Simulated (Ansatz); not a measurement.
# CCl2F2: the cost of one run

Computed with Ansatz 0.2.0 (DFT PBE, scalar-relativistic, plane waves, PAW, unless a step's input says otherwise).

4 further runs of the same task are left out: 2 that didn't finish, 2 set aside as unsound or not needed. Runs told in other sessions of the task aren't counted.

### 1 The system as given

It takes space group P-3m1 (No. 164, trigonal). Conventional cell: a = 4.269 Å, b = 4.269 Å, c = 6.844 Å, α = 90.00°, β = 90.00°, γ = 120.00°. Around C (site symmetry -3m) lie 6 F at 2.93 Å. Around Cl (site symmetry 3m) lie 4 F at 2.64 to 2.73 Å. F (site symmetry 3m) has 4 Cl at 2.64 to 2.73 Å and 3 C at 2.93 Å in its first shell of neighbours.

As a file:

```
C Cl F
1.0
     4.26862    0.00000    0.00000
    -2.13431    3.69674    0.00000
     0.00000    0.00000    6.84396
C Cl F
1 2 2
Direct
  0.00000 0.00000 0.00000
  0.33333 0.66667 0.36944
  0.66667 0.33333 0.63056
  0.33333 0.66667 0.76793
  0.66667 0.33333 0.23207
```

This is candidate A: Mn2ZnAs2 type (P-3m1, No. 164).

(A quick probe on a coarse mesh, which set the mesh and smearing, is not shown.)

### 3 A loose first relaxation (candidate A)

input.yaml reads:

```yaml
crystal:
  lattice:
    - [4.268622009, 0.0, 0.0]
    - [-2.1343110045, 3.6967350989, 0.0]
    - [0.0, 0.0, 6.8439566484]
  atoms:
    - { symbol: C, position: [0.0, 0.0, 0.0] }
    - { symbol: Cl, position: [0.3333333333, 0.6666666667, 0.36944] }
    - { symbol: Cl, position: [0.6666666667, 0.3333333333, 0.63056] }
    - { symbol: F, position: [0.3333333333, 0.6666666667, 0.76793] }
    - { symbol: F, position: [0.6666666667, 0.3333333333, 0.23207] }
basis:
  ecutwfc: 420
kpoints:
  mp_grid: { grid: [6, 6, 4] }
hamiltonian:
  xc: pbe
scf:
  occupations: { method: gaussian, width: 0.1 }
  lower_state_search: "off"
output:
  forces: true
  stress: true
  eigenvalues: true
relax:
  adjacent_minimum: "off"
  f_tol: 0.04
  max_steps: 70
  cell: { stress_tol: 0.4 }
```

Launch:

```console
$ ansatz run input.yaml --threads 1 --pin off --max-ram 2560MiB --backend cpu --events-out ev --progress --plain --runs-dir out
```

**Question.** How long does this run take on 1 thread of Arm Neoverse V2, shared host, and how much memory does it need?

About 1.7 min, with a peak of 0.37 GiB.
